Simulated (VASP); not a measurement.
Ga2O3, 10 atoms in the cell. It takes space group C2/m (No. 12, monoclinic). The conventional cell has a = 12.214 Å, b = 3.037 Å, c = 5.798 Å, α = 90.00°, β = 103.83°, γ = 90.00°. Around Ga (site symmetry m) lie 4 O at 1.83 to 1.87 Å. Around Ga (site symmetry m) lie 6 O at 1.93 to 2.07 Å. Around O (site symmetry m) lie 3 Ga at 1.83 to 1.94 Å. O (site symmetry m) has 4 Ga at 1.87 to 2.07 Å as nearest neighbours. Around O (site symmetry m) lie 3 Ga at 1.84 to 1.93 Å. The cell was built by a generator and needn't be a form met in nature.

- Program: VASP 6.6.1
- Task: single point
- Functional: PBE
- Potentials or basis: VASP PAW PBE potentials, release 64 (Ga_d, O)
- Cutoff: 520 eV
- k mesh: 4 × 4 × 2
- Occupations: gaussian, width 0.01 eV
- Spin: no spin polarisation
- Dipole correction: no
- Further INCAR settings: ALGO = Fast; EDIFF = 1e-07; NBANDS = 55

Potentials or basis: VASP PAW PBE potentials, release 64 (Ga_d, O).

Command:

```bash
$ cat potpaw_PBE.64/Ga_d/POTCAR potpaw_PBE.64/O/POTCAR > POTCAR
$ mpirun -np 1 vasp_std > vasp.out
```

Hardware: 1 thread of Intel(R) Xeon(R) 6975P-C (Granite Rapids) (shared host).

How long does it take, and how much memory?

Wall time 2.2 min on 1 thread of Intel(R) Xeon(R) 6975P-C (Granite Rapids), on a shared host, peak memory 0.33 GiB. Counts: scf iterations 19, k points 14.
